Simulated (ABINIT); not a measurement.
An input for ABINIT 10.8.3 (SiC (Moissanite)):

```
acell 3*1.0 Angstrom
rprim 
  3.075999999976 0.000000000005 0.000000000000
  -1.537999999993 2.663894142018 0.000000000000
  0.000000000000 0.000000000000 5.048000000000
ntypat 2
znucl 14 6
natom 4
typat 1 1 2 2
xred 
  0.333333333333 0.666666666667 0.000000000000
  0.666666666667 0.333333333333 0.500000000000
  0.333333333333 0.666666666667 0.385000000000
  0.666666666667 0.333333333333 0.885000000000
pp_dirpath "pseudos"
pseudos "Si.upf, C.upf"
ecut 37
ngkpt 6 6 4
nshiftk 1
shiftk 0 0 0
kptopt 1
chksymbreak 0
irdden 1
istwfk *1
nband 188
prtvol 0
optdriver 6
gwr_task "HDIAGO"
paral_kgb 0
occopt 1
indata_prefix "in"
outdata_prefix "out"
tmpdata_prefix "tmp"
```

```sh
OMP_NUM_THREADS=1 mpirun -n 4 abinit run.abi > log
```

How long will it take on 4 MPI ranks of Arm Neoverse V2, shared host, and how much memory?

It took 1.9 min; on shared hardware allow 58 s to 3.9 min. Peak host memory was 2.2 GiB.

[Paths, hosts, dates, memory and timing lines, banners, echoed tables and standing remarks are left out of the program output.]

[Logs are printed without paths, hosts, clocks, repeated set-up lines and the standing remarks that a program may print on its own settings, such as how far it seeks lower states.]

[Runs of the session that timed out or met a known fault of the program may be left out.]

[Hosts, paths, dates, database ids (printed as entryN), source tags and the programs' standing remarks are cut or masked in the printed files.]

[G0W0 gaps are taken among the corrected bands and points alone; a level outside them can change the order at an edge.]

[Where Ansatz stands beside ABINIT at settings called matched, ABINIT's density can come from a denser mesh and the files from another edition; pairs whose starting gaps differed by over 0.03 eV were left out, so agreement reads better than it is.]
